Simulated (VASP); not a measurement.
# BaS: optical spectrum, part 2 of 3

Aim: the dielectric function of BaS for independent particles, and its static limit with local fields. The cell is of the rock-salt type, one of the forms listed for this formula. The start is a cell from a database of measured crystal structures.

VASP 6.6.1, plane waves and PAW; the level of theory is named at each step.

So far. Step 2 (Ground state): The cell has a gap of 2.11 eV on this mesh. Spin-orbit coupling is left out, which can shift or reorder these edges.

### 4. Static response with local fields

Level of this step: PBE; plane waves and PAW (Ba_sv, S) (VASP).

Perturbation theory (LEPSILON) gives the dielectric tensor with local fields, and the Born charges.

INCAR reads:

```
SYSTEM = BaS
PREC = Accurate
ENCUT = 400
EDIFF = 1E-08
NELM = 100
ISMEAR = 0
SIGMA = 0.01
LREAL = .FALSE.
ALGO = Normal
GGA = PE
NBANDS = 14
LWAVE = .FALSE.
LCHARG = .FALSE.
KPAR = 4
LEPSILON = .TRUE.
```

POSCAR reads:

```
BaS
1.0
    0.0000000000      3.1937500000      3.1937500000
    3.1937500000      0.0000000000      3.1937500000
    3.1937500000      3.1937500000      0.0000000000
Ba S
1 1
Direct
    0.0000000000      0.0000000000      0.0000000000
    0.5000000000      0.5000000000      0.5000000000
```

KPOINTS reads:

```
Automatic mesh
0
Gamma
9 9 9
0 0 0
```

PAW data sets: Ba_sv and S (PBE family, release 64).

Launch:

```bash
$ mpirun -np 4 vasp_std
```

What it wrote:

```text
[... set-up lines as in an earlier step ...]
 entering main loop
       N       E                     dE             d eps       ncg     rms          rms(c)
DAV:   1     0.737280429303E+02    0.73728E+02   -0.58347E+03   980   0.800E+02
DAV:   2    -0.659253157019E+01   -0.80321E+02   -0.72427E+02  1332   0.163E+02
DAV:   3    -0.105946596979E+02   -0.40021E+01   -0.39697E+01  1338   0.389E+01
DAV:   4    -0.106633364601E+02   -0.68677E-01   -0.68651E-01  1222   0.545E+00
DAV:   5    -0.106653734388E+02   -0.20370E-02   -0.20369E-02  1372   0.716E-01    0.481E+00
DAV:   6    -0.101655322619E+02    0.49984E+00   -0.79800E-01  1166   0.528E+00    0.333E+00
DAV:   7    -0.101692185357E+02   -0.36863E-02   -0.22576E-01  1304   0.257E+00    0.212E+00
DAV:   8    -0.101823296432E+02   -0.13111E-01   -0.27379E-02  1078   0.112E+00    0.218E-01
DAV:   9    -0.101829800398E+02   -0.65040E-03   -0.45285E-03  1282   0.476E-01    0.146E-01
DAV:  10    -0.101838311783E+02   -0.85114E-03   -0.95687E-04  1046   0.202E-01    0.458E-02
DAV:  11    -0.101839401316E+02   -0.10895E-03   -0.14696E-04  1160   0.728E-02    0.158E-02
DAV:  12    -0.101839441803E+02   -0.40486E-05   -0.83642E-06  1214   0.189E-02    0.679E-03
DAV:  13    -0.101839440173E+02    0.16293E-06   -0.44353E-07  1190   0.399E-03    0.241E-03
DAV:  14    -0.101839440732E+02   -0.55901E-07   -0.53012E-08  1214   0.149E-03    0.526E-04
DAV:  15    -0.101839440618E+02    0.11406E-07   -0.16274E-09   718   0.285E-04    0.597E-04
DAV:  16    -0.101839440544E+02    0.74665E-08   -0.23653E-10   598   0.102E-04
   1 F= -.10183944E+02 E0= -.10183944E+02  d E =-.359016E-17
 Linear response reoptimize wavefunctions to high precision
DAV:   1    -0.101839440593E+02   -0.49488E-08   -0.21091E-10   670   0.112E-04
DAV:   2    -0.101839440593E+02   -0.20009E-10   -0.42225E-11   562   0.382E-05
 Linear response G [H, r] |phi>, progress :
  Direction:   1
       N       E                     dE             d eps       ncg     rms
RMM:   1    -0.605271068463E+02   -0.60527E+02    0.32073E+02  2230   0.845E+01
RMM:   2    -0.640396264947E+02   -0.35125E+01   -0.11996E+01  1820   0.150E+01
RMM:   3    -0.643639143966E+02   -0.32429E+00   -0.20593E+00  2069   0.432E+00
RMM:   4    -0.643897674299E+02   -0.25853E-01   -0.13746E-01  2159   0.103E+00
RMM:   5    -0.643919802769E+02   -0.22128E-02   -0.74085E-03  2183   0.267E-01
RMM:   6    -0.643922192387E+02   -0.23896E-03    0.43412E-04  2216   0.739E-02
RMM:   7    -0.643922558804E+02   -0.36642E-04    0.13405E-03  2236   0.244E-02
RMM:   8    -0.643922583898E+02   -0.25094E-05    0.17359E-03  2192   0.790E-03
RMM:   9    -0.643922595501E+02   -0.11603E-05   -0.14960E-05  2122   0.257E-03
RMM:  10    -0.643922592823E+02    0.26781E-06    0.24334E-04  2047   0.873E-04
RMM:  11    -0.643922593503E+02   -0.67979E-07   -0.12693E-05  1892   0.327E-04
RMM:  12    -0.643922593863E+02   -0.36008E-07    0.23892E-05  1513   0.137E-04
RMM:  13    -0.643922594057E+02   -0.19484E-07   -0.30499E-06  1204   0.801E-05
RMM:  14    -0.643922594798E+02   -0.74043E-07   -0.52799E-07   999   0.614E-05
RMM:  15    -0.643922594707E+02    0.91240E-08   -0.18486E-06   910   0.577E-05
RMM:  16    -0.643922594739E+02   -0.32339E-08   -0.34427E-07   836   0.571E-05
RMM:  17    -0.643922594746E+02   -0.67909E-09   -0.12997E-06   789   0.570E-05
 Linear response G [H, r] |phi>, progress :
  Direction:   2
       N       E                     dE             d eps       ncg     rms
RMM:   1    -0.498267067853E+02   -0.49827E+02    0.42599E+02  2211   0.871E+01
RMM:   2    -0.541696745431E+02   -0.43430E+01   -0.88690E+00  1819   0.148E+01
RMM:   3    -0.544184704753E+02   -0.24880E+00   -0.13565E+00  2078   0.416E+00
RMM:   4    -0.544373971684E+02   -0.18927E-01   -0.85876E-02  2185   0.978E-01
RMM:   5    -0.544392845890E+02   -0.18874E-02   -0.54880E-03  2198   0.261E-01
RMM:   6    -0.544394609673E+02   -0.17638E-03   -0.21794E-03  2249   0.749E-02
RMM:   7    -0.544394937196E+02   -0.32752E-04    0.23016E-04  2263   0.240E-02
RMM:   8    -0.544394956928E+02   -0.19732E-05    0.12267E-05  2234   0.792E-03
RMM:   9    -0.544394960838E+02   -0.39097E-06    0.77923E-05  2198   0.240E-03
RMM:  10    -0.544394961469E+02   -0.63078E-07   -0.47389E-05  2115   0.756E-04
RMM:  11    -0.544394961476E+02   -0.72882E-09    0.10936E-05  1932   0.257E-04
RMM:  12    -0.544394964003E+02   -0.25274E-06   -0.16420E-05  1518   0.102E-04
RMM:  13    -0.544394963572E+02    0.43131E-07   -0.21522E-06  1196   0.608E-05
RMM:  14    -0.544394963017E+02    0.55462E-07   -0.12008E-06  1022   0.522E-05
RMM:  15    -0.544394963119E+02   -0.10174E-07   -0.11953E-06   937   0.510E-05
RMM:  16    -0.544394963121E+02   -0.18804E-09   -0.11862E-06   876   0.510E-05
RMM:  17    -0.544394963122E+02   -0.70365E-10   -0.12429E-06   837   0.510E-05
 Linear response G [H, r] |phi>, progress :
  Direction:   3
       N       E                     dE             d eps       ncg     rms
RMM:   1    -0.556829955510E+02   -0.55683E+02    0.36993E+02  2137   0.836E+01
RMM:   2    -0.584287297697E+02   -0.27457E+01   -0.12647E+01  1802   0.146E+01
RMM:   3    -0.587057035143E+02   -0.27697E+00   -0.18423E+00  1994   0.403E+00
RMM:   4    -0.587316088241E+02   -0.25905E-01   -0.11569E-01  2079   0.968E-01
RMM:   5    -0.587339634207E+02   -0.23546E-02   -0.71117E-03  2111   0.256E-01
RMM:   6    -0.587342010846E+02   -0.23766E-03   -0.10405E-03  2122   0.733E-02
RMM:   7    -0.587342267392E+02   -0.25655E-04   -0.60971E-05  2071   0.239E-02
RMM:   8    -0.587342294712E+02   -0.27320E-05   -0.33421E-04  1951   0.765E-03
RMM:   9    -0.587342299108E+02   -0.43953E-06   -0.46937E-05  1900   0.244E-03
RMM:  10    -0.587342299808E+02   -0.70040E-07   -0.78498E-05  1843   0.800E-04
RMM:  11    -0.587342299714E+02    0.93752E-08   -0.26451E-06  1715   0.282E-04
RMM:  12    -0.587342296769E+02    0.29454E-06   -0.25842E-06  1361   0.113E-04
RMM:  13    -0.587342297336E+02   -0.56690E-07    0.48936E-06  1120   0.664E-05
RMM:  14    -0.587342297113E+02    0.22289E-07    0.29619E-06   946   0.521E-05
RMM:  15    -0.587342297519E+02   -0.40615E-07   -0.11175E-06   852   0.483E-05
RMM:  16    -0.587342297520E+02   -0.10125E-09   -0.15861E-06   804   0.477E-05
RMM:  17    -0.587342297520E+02   -0.48288E-10   -0.15826E-06   752   0.476E-05
 Linear response to external field (no local field effect), progress :
  Direction:   1
       N       E                     dE             d eps       ncg     rms          rms(c)
RMM:   1    -0.975368826451E+00   -0.97537E+00   -0.42336E+00  2224   0.395E+00
RMM:   2    -0.100767582556E+01   -0.32307E-01   -0.98669E-02  2075   0.917E-01
[...]
RMM:   8    -0.101041506283E+01   -0.16985E-07   -0.34841E-06  2213   0.554E-04
RMM:   9    -0.101041506561E+01   -0.27766E-08   -0.14345E-05  2026   0.175E-04
RMM:  10    -0.101041505825E+01    0.73605E-08    0.94969E-07  1445   0.654E-05
RMM:  11    -0.101041504625E+01    0.12003E-07   -0.26874E-06  1103   0.432E-05
RMM:  12    -0.101041504681E+01   -0.55996E-09    0.27964E-07   961   0.399E-05
RMM:  13    -0.101041502590E+01    0.20906E-07    0.40438E-10   853   0.394E-05
RMM:  14    -0.101041502590E+01   -0.19058E-11    0.37975E-10   804   0.394E-05
 change of polarisation eV/A/(eV/A) component  1 :     2.021     0.257     0.076
 dielectric tensor                  component  1 :     6.613     0.713     0.212
 Linear response to external field (no local field effect), progress :
  Direction:   2
       N       E                     dE             d eps       ncg     rms          rms(c)
RMM:   1    -0.682276937788E+00   -0.68228E+00   -0.28953E+00  2232   0.342E+00
RMM:   2    -0.704567722957E+00   -0.22291E-01   -0.60023E-02  2108   0.787E-01
RMM:   3    -0.706261361412E+00   -0.16936E-02   -0.36510E-03  2213   0.205E-01
RMM:   4    -0.706391050451E+00   -0.12969E-03   -0.25849E-04  2304   0.535E-02
RMM:   5    -0.706399808298E+00   -0.87578E-05   -0.19746E-05  2324   0.151E-02
RMM:   6    -0.706400521213E+00   -0.71292E-06    0.43303E-06  2275   0.449E-03
RMM:   7    -0.706400591775E+00   -0.70562E-07   -0.39248E-05  2219   0.154E-03
RMM:   8    -0.706400602266E+00   -0.10490E-07   -0.96148E-06  2274   0.508E-04
RMM:   9    -0.706400602129E+00    0.13674E-09   -0.41083E-06  2045   0.154E-04
RMM:  10    -0.706400599171E+00    0.29578E-08   -0.36079E-07  1407   0.572E-05
RMM:  11    -0.706400582613E+00    0.16558E-07   -0.99637E-07  1072   0.421E-05
RMM:  12    -0.706400585858E+00   -0.32444E-08    0.67961E-08   977   0.405E-05
 change of polarisation eV/A/(eV/A) component  2 :     0.257     1.413    -0.080
 dielectric tensor                  component  2 :     0.713     4.924    -0.222
 Linear response to external field (no local field effect), progress :
  Direction:   3
       N       E                     dE             d eps       ncg     rms          rms(c)
RMM:   1    -0.612822754803E+00   -0.61282E+00   -0.21245E+00  2157   0.344E+00
RMM:   2    -0.621284660115E+00   -0.84619E-02   -0.68104E-02  1986   0.777E-01
RMM:   3    -0.622918639934E+00   -0.16340E-02   -0.32438E-03  2067   0.181E-01
RMM:   4    -0.623033753342E+00   -0.11511E-03   -0.22521E-04  2133   0.463E-02
RMM:   5    -0.623041531599E+00   -0.77783E-05   -0.18128E-05  2133   0.129E-02
RMM:   6    -0.623042175774E+00   -0.64417E-06   -0.20776E-06  1978   0.382E-03
RMM:   7    -0.623042247254E+00   -0.71480E-07   -0.31326E-05  1876   0.128E-03
RMM:   8    -0.623042254895E+00   -0.76416E-08   -0.18565E-06  1915   0.414E-04
RMM:   9    -0.623042254888E+00    0.70741E-11   -0.25648E-06  1706   0.138E-04
RMM:  10    -0.623042249460E+00    0.54285E-08   -0.11271E-07  1237   0.524E-05
RMM:  11    -0.623042242215E+00    0.72449E-08   -0.39296E-07   917   0.398E-05
RMM:  12    -0.623042242210E+00    0.44156E-11    0.21166E-08   798   0.388E-05
 change of polarisation eV/A/(eV/A) component  3 :     0.076    -0.080     1.246
 dielectric tensor                  component  3 :     0.212    -0.222     4.461
 Linear response to external field, progress :
  Direction:   1
       N       E                     dE             d eps       ncg     rms          rms(c)
RMM:   1    -0.756549692596E+00   -0.75655E+00   -0.30817E+00  4686   0.360E+00
RMM:   2    -0.777840809206E+00   -0.21291E-01   -0.75663E-02  4332   0.825E-01    0.161E+00
RMM:   3    -0.717872645131E+00    0.59968E-01   -0.11341E-01  3838   0.144E+00    0.816E-01
RMM:   4    -0.746294639404E+00   -0.28422E-01   -0.64867E-02  3822   0.115E+00    0.284E-01
RMM:   5    -0.778524646642E+00   -0.32230E-01   -0.34284E-03  3773   0.390E-01    0.599E-02
RMM:   6    -0.781463850693E+00   -0.29392E-02   -0.54566E-04  4291   0.960E-02    0.292E-02
RMM:   7    -0.782511064390E+00   -0.10472E-02   -0.11682E-04  4083   0.406E-02    0.772E-03
RMM:   8    -0.783043111171E+00   -0.53205E-03   -0.29081E-05  4198   0.153E-02    0.203E-03
RMM:   9    -0.783048104531E+00   -0.49934E-05   -0.17618E-05  4624   0.414E-03    0.954E-04
RMM:  10    -0.783106688707E+00   -0.58584E-04   -0.14678E-05  4146   0.228E-03    0.206E-04
RMM:  11    -0.783091474156E+00    0.15215E-04   -0.29499E-06  4499   0.685E-04    0.462E-05
RMM:  12    -0.783091164986E+00    0.30917E-06   -0.22618E-06  4395   0.246E-04    0.433E-05
RMM:  13    -0.783090994101E+00    0.17089E-06   -0.73944E-07  3549   0.964E-05    0.132E-05
RMM:  14    -0.783091121743E+00   -0.12764E-06   -0.19916E-07  2213   0.484E-05    0.536E-06
 change of polarisation eV/A/(eV/A) component  1 :     1.398     0.157     0.050
 dielectric tensor                  component  1 :     4.884     0.436     0.138
 Linear response to external field, progress :
  Direction:   2
       N       E                     dE             d eps       ncg     rms          rms(c)
RMM:   1    -0.756959282161E+00   -0.75696E+00   -0.30858E+00  4703   0.360E+00
RMM:   2    -0.777848698313E+00   -0.20889E-01   -0.75609E-02  4358   0.827E-01    0.161E+00
RMM:   3    -0.717887487987E+00    0.59961E-01   -0.11336E-01  3850   0.144E+00    0.816E-01
RMM:   4    -0.746323934620E+00   -0.28436E-01   -0.65129E-02  3832   0.115E+00    0.284E-01
RMM:   5    -0.778553537098E+00   -0.32230E-01   -0.34197E-03  3786   0.390E-01    0.595E-02
RMM:   6    -0.781461096742E+00   -0.29076E-02   -0.54567E-04  4324   0.956E-02    0.289E-02
RMM:   7    -0.782514515038E+00   -0.10534E-02   -0.69124E-05  4106   0.405E-02    0.762E-03
RMM:   8    -0.783043986976E+00   -0.52947E-03   -0.50129E-05  4221   0.153E-02    0.202E-03
RMM:   9    -0.783048628903E+00   -0.46419E-05   -0.16936E-05  4637   0.422E-03    0.924E-04
RMM:  10    -0.783105998807E+00   -0.57370E-04   -0.19856E-05  4191   0.227E-03    0.198E-04
RMM:  11    -0.783091447999E+00    0.14551E-04   -0.28296E-06  4533   0.674E-04    0.526E-05
RMM:  12    -0.783091019248E+00    0.42875E-06   -0.34203E-06  4443   0.237E-04    0.400E-05
RMM:  13    -0.783091033676E+00   -0.14428E-07   -0.67399E-07  3549   0.921E-05    0.150E-05
RMM:  14    -0.783091153532E+00   -0.11986E-06   -0.28828E-07  2233   0.478E-05    0.532E-06
 change of polarisation eV/A/(eV/A) component  2 :     0.129     1.398    -0.000
 dielectric tensor                  component  2 :     0.358     4.884    -0.000
 Linear response to external field, progress :
  Direction:   3
       N       E                     dE             d eps       ncg     rms          rms(c)
RMM:   1    -0.756959547530E+00   -0.75696E+00   -0.30858E+00  4702   0.360E+00
RMM:   2    -0.777849030419E+00   -0.20889E-01   -0.75628E-02  4358   0.827E-01    0.161E+00
RMM:   3    -0.717887284534E+00    0.59962E-01   -0.11337E-01  3849   0.144E+00    0.816E-01
RMM:   4    -0.746324002124E+00   -0.28437E-01   -0.65131E-02  3835   0.115E+00    0.284E-01
RMM:   5    -0.778553958021E+00   -0.32230E-01   -0.34208E-03  3786   0.390E-01    0.595E-02
RMM:   6    -0.781459660455E+00   -0.29057E-02   -0.54424E-04  4323   0.956E-02    0.289E-02
RMM:   7    -0.782514571760E+00   -0.10549E-02   -0.10487E-04  4104   0.405E-02    0.764E-03
RMM:   8    -0.783044852517E+00   -0.53028E-03   -0.36813E-05  4223   0.153E-02    0.205E-03
RMM:   9    -0.783048444932E+00   -0.35924E-05   -0.24396E-05  4633   0.422E-03    0.941E-04
RMM:  10    -0.783106444735E+00   -0.58000E-04   -0.16010E-05  4181   0.229E-03    0.178E-04
RMM:  11    -0.783091500474E+00    0.14944E-04   -0.48234E-06  4541   0.688E-04    0.499E-05
RMM:  12    -0.783091065293E+00    0.43518E-06   -0.28670E-06  4416   0.240E-04    0.411E-05
RMM:  13    -0.783091031728E+00    0.33565E-07   -0.63512E-07  3553   0.946E-05    0.143E-05
RMM:  14    -0.783091156077E+00   -0.12435E-06   -0.28228E-07  2247   0.477E-05    0.546E-06
 change of polarisation eV/A/(eV/A) component  3 :     0.020     0.109     1.398
 dielectric tensor                  component  3 :     0.055     0.302     4.884
 Born effective charges drift removed
```

Run time: 54 s. Hardware: 4 MPI ranks of Intel Xeon 6975P-C (Granite Rapids), shared host; peak memory 1.1 GiB; 3.6 min of CPU time.

OUTCAR, selected parts (step 4):

```text
The static configuration has the point symmetry O_h .

 Found     35 irreducible k-points:

   k-points           NKPTS =     35   k-points in BZ     NKDIM =     35   number of bands    NBANDS=     14

   NELECT =      16.0000    total number of electrons

  Total        0.5818334      0.5818334      0.5818334      0.0000000      0.0000000      0.0000000
  in kB       14.3079183     14.3079183     14.3079183      0.0000000      0.0000000      0.0000000
  external PRESSURE =      14.3079183 kB  Pullay stress =       0.0000000 kB

 POSITION                                       TOTAL-FORCE (eV/Angst)
 -----------------------------------------------------------------------------------
      0.00000      0.00000      0.00000        -0.000000     -0.000000     -0.000000
      3.19375      3.19375      3.19375         0.000000      0.000000      0.000000
 -----------------------------------------------------------------------------------
    total drift:                               -0.000000      0.000000      0.000000

 MACROSCOPIC STATIC DIELECTRIC TENSOR (including local field effects in DFT)
 ------------------------------------------------------
           4.883668     0.000000     0.000000
           0.000000     4.883668     0.000000
           0.000000    -0.000000     4.883668
 ------------------------------------------------------

 PIEZOELECTRIC TENSOR (including local field effects)  for field in x, y, z        (C/m^2)
          XX          YY          ZZ          XY          YZ          ZX
  --------------------------------------------------------------------------------
  x     0.00000     0.00000     0.00000     0.00000     0.00000     0.00000
  y     0.00000     0.00000     0.00000     0.00000     0.00000     0.00000
  z     0.00000     0.00000     0.00000     0.00000     0.00000     0.00000

 BORN EFFECTIVE CHARGES (including local field effects) (in |e|, cummulative output)
 ---------------------------------------------------------------------------------
 ion    1
    1     2.61790     0.00000     0.00000
    2     0.00000     2.61790     0.00000
    3     0.00000     0.00000     2.61790
 ion    2
    1    -2.61790     0.00000     0.00000
    2     0.00000    -2.61790     0.00000
    3     0.00000     0.00000    -2.61790

[... 8 parts as in an earlier step ...]
```

Energies printed during the response cycles are not total energies of the cell. The dielectric response converges more slowly with the mesh than energies do, so tensor and charges may still move on a finer one.

Numbers from this step:

* Fermi energy: 1.508 eV
* pressure: 1.431 GPa

Electronic dielectric tensor with local fields:

```
4.88 0.00 0.00
0.00 4.88 0.00
0.00 0.00 4.88
```

Born effective charge (e), principal values of the symmetric part by kind of site:

```csv
atom,atoms with these values,low,middle,high,mean
Ba1,1,2.62,2.62,2.62,2.62
S2,1,-2.62,-2.62,-2.62,-2.62
```

In full for Ba1:

```
2.62 0.00 0.00
0.00 2.62 0.00
0.00 0.00 2.62
```

The mean electronic (clamped-ion) dielectric constant is 4.88.

(Part 2 of 3 ends here.)

[Lines on the potential files, build, host, timing and source positions are cut from VASP's logs without a mark.]

[Logs are printed without paths, hosts, clocks, repeated set-up lines and the standing remarks that a program may print on its own settings, such as how far it seeks lower states.]

[Hosts, paths, dates, database ids (printed as entryN), source tags and the programs' standing remarks are cut or masked in the printed files.]
